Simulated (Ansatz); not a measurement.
A run of Ansatz 0.2.0 is set up as follows.

input.yaml

```yaml
crystal:
  lattice:
    - [2.49824, 0.0, 0.0]
    - [-1.24912, 2.1635393048, 0.0]
    - [0.0, 0.0, 6.6357]
  atoms:
    - { symbol: "N", position: [0.6666666667, 0.3333333333, 0.25] }
    - { symbol: "N", position: [0.3333333333, 0.6666666667, 0.75] }
    - { symbol: B, position: [0.6666666667, 0.3333333333, 0.75] }
    - { symbol: B, position: [0.3333333333, 0.6666666667, 0.25] }
hamiltonian:
  xc: pbe
  pseudopotentials: { kind: paw }
kpoints:
  mp_grid: { grid: [12, 12, 4] }
scf:
  occupations: { method: gaussian, width: 0.011 }
output:
  forces: true
  stress: true
  eigenvalues: true
```

Potentials or basis: Ansatz PAW.

The run is started by

```sh
$ ansatz run input.yaml --threads 2 --pin off --max-ram 5632MiB --backend cpu --events-out ev --progress --plain --runs-dir out
```

(1) Predict the pressure.

(2) Predict the band gap on the k mesh.

Answers

(1) 5.1 GPa.

(2) 4.29 eV, indirect (least direct gap 4.66 eV).

Caveat: the pressure holds a Pulay correction of +0.6 GPa for the finite cutoff; this functional lacks dispersion, which binds the layers, so the pressure and a relaxed spacing across them are unreliable.
